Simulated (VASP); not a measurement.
Crystal: C2H4, in a box.

```xyz
6
Lattice="13.0146 0.0000 0.0000 0.0000 13.5146 0.0000 0.0000 0.0000 14.0146" Properties=species:S:1:pos:R:3 pbc="T T T"
C     7.0696    6.5888    6.7441
C     5.9314    7.0312    7.2769
H     7.3548    5.5358    6.7881
H     7.7680    7.2594    6.2396
H     5.6512    8.0860    7.2298
H     5.2363    6.3555    7.7805
```

Program: VASP 6.6.1. Alike in all runs: task single point; potentials or basis VASP PAW PBE potentials, release 64 (C, H); no spin polarisation; cell as given; k mesh 1 × 1 × 1; cutoff (eV) 400; smearing gaussian 0.01 eV.

**Question.** Order these runs on this cell by their band gap on the k mesh, lowest first.
A. level PBE; further INCAR settings ALGO = Normal; EDIFF = 1e-06; ISYM = 0
B. level HSE06+D3(BJ); further INCAR settings ALGO = Damped; EDIFF = 1e-06; ISYM = 0; grid for exact exchange (PRECFOCK) Fast; screening parameter 0.2 1/A
C. level r2SCAN+rVV10; further INCAR settings ALGO = Normal; EDIFF = 1e-06; ISYM = 0

**Answer.** A (5.68 eV), C (6.17 eV), B (7.06 eV).

A k mesh can miss the band edges.

Not every run made on this cell is shown here.
